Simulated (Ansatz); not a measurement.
**HfO2: the band gap up the ladder of functionals**

One table from this session's results is given with a row withheld; the runs are named, their logs left out.

The runs shown are made with Ansatz 0.2.0. PAW datasets, plane waves. Computed at 0 K without zero-point motion; spin polarisation is off.

### Starting point

The cell was relaxed beforehand with r2SCAN.

Space group P4_2/nmc (No. 137), tetragonal; conventional cell a = 3.577 Å, c = 5.202 Å, 11.09 Å³ an atom. Near Hf stand 4 O at 2.06 Å; near O stand 2 Hf at 2.06 Å.

As a file:

```cif
data_structure
_symmetry_space_group_name_H-M 'P 1'
_symmetry_Int_Tables_number 1
_cell_length_a 3.5767
_cell_length_b 3.5767
_cell_length_c 5.2022
_cell_angle_alpha 90.000
_cell_angle_beta 90.000
_cell_angle_gamma 90.000
_cell_volume 66.55
loop_
_atom_site_label
_atom_site_type_symbol
_atom_site_fract_x
_atom_site_fract_y
_atom_site_fract_z
_atom_site_occupancy
Hf1 Hf 0.50000 0.50000 0.50000 1
Hf2 Hf 0.00000 0.00000 0.00000 1
O1 O 0.00000 0.50000 0.69621 1
O2 O 0.50000 0.00000 0.80379 1
O3 O 0.50000 0.00000 0.30379 1
O4 O 0.00000 0.50000 0.19621 1
```

The first run:

Contents of input.yaml:

```yaml
crystal:
  lattice:
    - [3.5766927268, 0.0, 0.0]
    - [0.0, 3.5766927268, 0.0]
    - [0.0, 0.0, 5.202223768]
  atoms:
    - { symbol: Hf, position: [0.5, 0.5, 0.5] }
    - { symbol: Hf, position: [0.0, 0.0, 0.0] }
    - { symbol: O, position: [0.0, 0.5, 0.6962102245] }
    - { symbol: O, position: [0.5, 0.0, 0.8037897755] }
    - { symbol: O, position: [0.5, 0.0, 0.3037897755] }
    - { symbol: O, position: [0.0, 0.5, 0.1962102245] }
kpoints:
  mp_grid: { grid: [8, 8, 6] }
  band_path:
    path:
      - [[0.0, 0.0, 0.0], [5.153494773882e-53, 0.5, 0.0], [0.5, 0.5, 0.0], [0.0, 0.0, 0.0], [0.0, 0.0, 0.5], [5.153494773882e-53, 0.5, 0.5], [0.5, 0.5, 0.5], [0.0, 0.0, 0.5]]
      - [[5.153494773882e-53, 0.5, 0.0], [5.153494773882e-53, 0.5, 0.5]]
      - [[0.5, 0.5, 0.0], [0.5, 0.5, 0.5]]
    npoints: 10
hamiltonian:
  xc: pbe
scf:
  occupations: { method: fermi_dirac, width: 0.02 }
  n_extra_bands: 5
output:
  forces: true
  stress: true
  eigenvalues: true
```

Launch:

```bash
$ ansatz run input.yaml --threads 4 --pin off --max-ram 6451MiB --backend cpu --events-out ev --progress --plain --runs-dir out
```

Among the steps run: PBE bands along the symmetry lines; Single point with r2SCAN; Single point with HSE06; Single point with PBE+SOC; PBE0.

One of the session's tables, all rows but one given; the rest of the session is left out.

| level | gap (eV) |
| --- | --- |
| PBE | 4.73 |
| r2SCAN | 5.26 |
| HSE06 | ? |
| PBE+SOC | 4.73 |
| PBE0 | 7.13 |

**Question.** Estimate the row for HSE06.

As computed: gap (eV): 6.37. In the column «gap (eV)» it lies between r2SCAN (5.26) and PBE0 (7.13).

Meshes: PBE 8×8×6, r2SCAN 8×8×6, HSE06 4×4×4, PBE+SOC 8×8×6, PBE0 4×4×4

PBE gives the least gap, 4.73 eV, and PBE0 the largest, 7.13 eV. PBE reaches 74 % of the HSE06 value, and r2SCAN 83 %. PBE0 lies 0.76 eV above HSE06, which differs from it by screening the long-range exchange.

Limits of these values: Warnings in the runs' records: stress exchange threshold loose, stress scf threshold loose.
